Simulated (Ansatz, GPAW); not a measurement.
Given: the input of a run of Ansatz 0.2.0 on BP. 

The input input.yaml:

```yaml
crystal:
  lattice:
    - [0.0, 2.269, 2.269]
    - [2.269, 0.0, 2.269]
    - [2.269, 2.269, 0.0]
  atoms:
    - { symbol: P, position: [0.75, 0.75, 0.75] }
    - { symbol: B, position: [0.0, 0.0, 0.0] }
hamiltonian:
  xc: pbe
  pseudopotentials: { kind: paw }
kpoints:
  mp_grid: { grid: [10, 10, 10] }
scf:
  occupations: { method: gaussian, width: 0.011 }
output:
  forces: true
  stress: true
  eigenvalues: true
```

Potentials or basis: Ansatz PAW.

Launch:

```sh
$ ansatz run input.yaml --threads 2 --pin off --max-ram 5632MiB --backend cpu --events-out ev --progress --plain --runs-dir out
```

Task: Translate it to GPAW 26.7.0 (ASE script). Potentials or basis there: GPAW PAW data sets (gpaw-data 1.2.1), cutoff 800 eV.

Result: As run (cutoffs and basis follow the program's own potentials, and thresholds, step limits or extra output files can differ):

run.py

```python
from ase.dft.bandgap import bandgap
from ase.io import read, write
from ase.units import GPa
from gpaw import GPAW, PW

atoms = read('POSCAR')

calc = GPAW(mode=PW(800),
            xc='PBE',
            kpts={'size': (10, 10, 10), 'gamma': True},
            occupations={'name': 'methfessel-paxton', 'order': 0, 'width': 0.011},
            nbands=11,
            convergence={'density': 1e-05, 'energy': 1e-05},
            maxiter=150,
            txt='gpaw.txt')
atoms.calc = calc
energy = atoms.get_potential_energy()
forces = atoms.get_forces()
stress = atoms.get_stress()
calc.write('gs.gpw')
write('result.traj', atoms)
print(f'Energy: {energy:.6f} eV')
print('Forces (eV/A):')
print(forces.round(4))
print('Stress (GPa):', (stress / GPa).round(3))
print('Fermi level:', round(calc.get_fermi_level(), 4), 'eV')
print(f'Gap: {bandgap(calc)[0]:.4f} eV, direct: {bandgap(calc, direct=True)[0]:.4f} eV')
```

Contents of POSCAR:

```
BP
1.0
    0.0000000000      2.2690000000      2.2690000000
    2.2690000000      0.0000000000      2.2690000000
    2.2690000000      2.2690000000      0.0000000000
P B
1 1
Direct
    0.7500000000      0.7500000000      0.7500000000
    0.0000000000      0.0000000000      0.0000000000
```

Potentials or basis: GPAW PAW data sets (gpaw-data 1.2.1), pw.

Command:

```sh
$ OMP_NUM_THREADS=1 python run.py
```

Both were run:

|  | Ansatz | GPAW |
| --- | --- | --- |
| Pressure | 1.1 GPa | 1.4 GPa |

Ansatz's pressure holds a Pulay term of +0.13 GPa for its cutoff of 420 eV, which the other run lacks.

Where Ansatz's input types no cutoff or centring, it takes its own default and a Γ-centred mesh.

Pressure is positive in compression.
